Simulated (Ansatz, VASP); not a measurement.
Given: the input of a run of Ansatz 0.2.0 on Ge.

The input input.yaml:

```yaml
crystal:
  lattice:
    - [0.0, 2.88574, 5.115665]
    - [2.630497, 0.0, 5.115665]
    - [2.630497, 2.88574, 0.0]
  atoms:
    - { symbol: Ge, position: [0.72649, 0.27351, 0.72649] }
    - { symbol: Ge, position: [0.27351, 0.72649, 0.27351] }
    - { symbol: Ge, position: [0.218133, 0.218133, 0.781867] }
    - { symbol: Ge, position: [0.781867, 0.781867, 0.218133] }
hamiltonian:
  xc: r2scan
  pseudopotentials: { kind: paw }
kpoints:
  mp_grid: { grid: [5, 5, 5] }
  band_path:
    path:
      - [[0.0, 0.0, 0.0], [0.5, 0.0, 0.5], [0.5, 0.1083705569, 0.6083705569], [0.0286819066, 0.5, 0.5286819066], [0.0, 0.5, 0.5], [0.0, 0.0, 0.0], [0.5, 0.5, 0.0], [0.9713180934, 0.5, 0.4713180934], [0.9098640972, 0.4098640972, 0.5], [0.5, 0.1083705569, 0.6083705569]]
      - [[0.5, 0.8916294431, 0.3916294431], [0.5, 0.5, 0.0]]
      - [[0.0, 0.5, 0.5], [0.0901359028, 0.5901359028, 0.5]]
      - [[0.9098640972, 0.4098640972, 0.5], [0.5, 0.0, 0.5]]
      - [[0.5, 0.5, 0.5], [0.0, 0.0, 0.0]]
    npoints: 14
scf:
  occupations: { method: fermi_dirac, width: 0.05 }
  n_extra_bands: 10
output:
  forces: true
  stress: true
  eigenvalues: true
  fatbands: false
```

Potentials or basis: Ansatz PAW.

Run with:

```console
$ ansatz run input.yaml --threads 2 --pin off --max-ram 5632MiB --backend cpu --events-out ev --progress --plain --runs-dir out
```

Set up the same calculation for VASP 6.6.1. Potentials there: VASP PAW PBE potentials, release 64 (Ge_d).

As run (the cutoff follows the program's own potentials):

File INCAR:

```
PREC = Accurate
ENCUT = 520
EDIFF = 1E-7
ISMEAR = -1
SIGMA = 0.05
LREAL = False
LASPH = True
NELM = 100
ALGO = Normal
ISIF = 2
LWAVE = False
LCHARG = False
METAGGA = R2SCAN
LMIXTAU = True
```

KPOINTS

```
regular mesh
0
Gamma
  5 5 5
```

File POSCAR:

```
Ge
1.0
    0.0000000000      2.8857400000      5.1156650000
    2.6304970000      0.0000000000      5.1156650000
    2.6304970000      2.8857400000      0.0000000000
Ge
4
Direct
    0.7264900000      0.2735100000      0.7264900000
    0.2735100000      0.7264900000      0.2735100000
    0.2181330000      0.2181330000      0.7818670000
    0.7818670000      0.7818670000      0.2181330000
```

KPOINTS_OPT

```
path GYCDXGZD1HC,C1Z,XH1,HY,LG
10
line-mode
reciprocal
 0.0000000000  0.0000000000  0.0000000000  G
 0.5000000000  0.0000000000  0.5000000000  Y

 0.5000000000  0.0000000000  0.5000000000  Y
 0.5000000000  0.1083705569  0.6083705569  C

 0.5000000000  0.1083705569  0.6083705569  C
 0.0286819066  0.5000000000  0.5286819066  D

 0.0286819066  0.5000000000  0.5286819066  D
 0.0000000000  0.5000000000  0.5000000000  X

 0.0000000000  0.5000000000  0.5000000000  X
 0.0000000000  0.0000000000  0.0000000000  G

 0.0000000000  0.0000000000  0.0000000000  G
 0.5000000000  0.5000000000  0.0000000000  Z

 0.5000000000  0.5000000000  0.0000000000  Z
 0.9713180934  0.5000000000  0.4713180934  D1

 0.9713180934  0.5000000000  0.4713180934  D1
 0.9098640972  0.4098640972  0.5000000000  H

 0.9098640972  0.4098640972  0.5000000000  H
 0.5000000000  0.1083705569  0.6083705569  C

 0.5000000000  0.8916294431  0.3916294431  C1
 0.5000000000  0.5000000000  0.0000000000  Z

 0.0000000000  0.5000000000  0.5000000000  X
 0.0901359028  0.5901359028  0.5000000000  H1

 0.9098640972  0.4098640972  0.5000000000  H
 0.5000000000  0.0000000000  0.5000000000  Y

 0.5000000000  0.5000000000  0.5000000000  L
 0.0000000000  0.0000000000  0.0000000000  G
```

Potentials or basis: VASP PAW PBE potentials, release 64 (Ge_d).

Run with:

```sh
$ cat potpaw_PBE.64/Ge_d/POTCAR > POTCAR
$ mpirun -np 1 vasp_std > vasp.out
```

Both were run:

|  | VASP | Ansatz | Ansatz less VASP |
| --- | --- | --- | --- |
| gap on the k mesh at the Fermi level (eV) | none | none | - |
| pressure (GPa) | -2.7 | -2.6 | +0.13 |
| largest component of the traceless stress (GPa) | 0.36 | 0.37 | +0.007 |
| rms of the force components (eV/Å) | 0.085 | 0.087 | +0.0016 |

Atom by atom the forces differ by 0.002 eV/Å (rms over components). A gap of «none» marks a metal or a gap that the smearing closes.

Caveats: the PAW data sets were made with another functional, which shifts forces and pressure a little (VASP); the PAW data sets come from PBE, with cores solved anew for the run's functional, which leaves a small shift of forces and pressure (Ansatz).
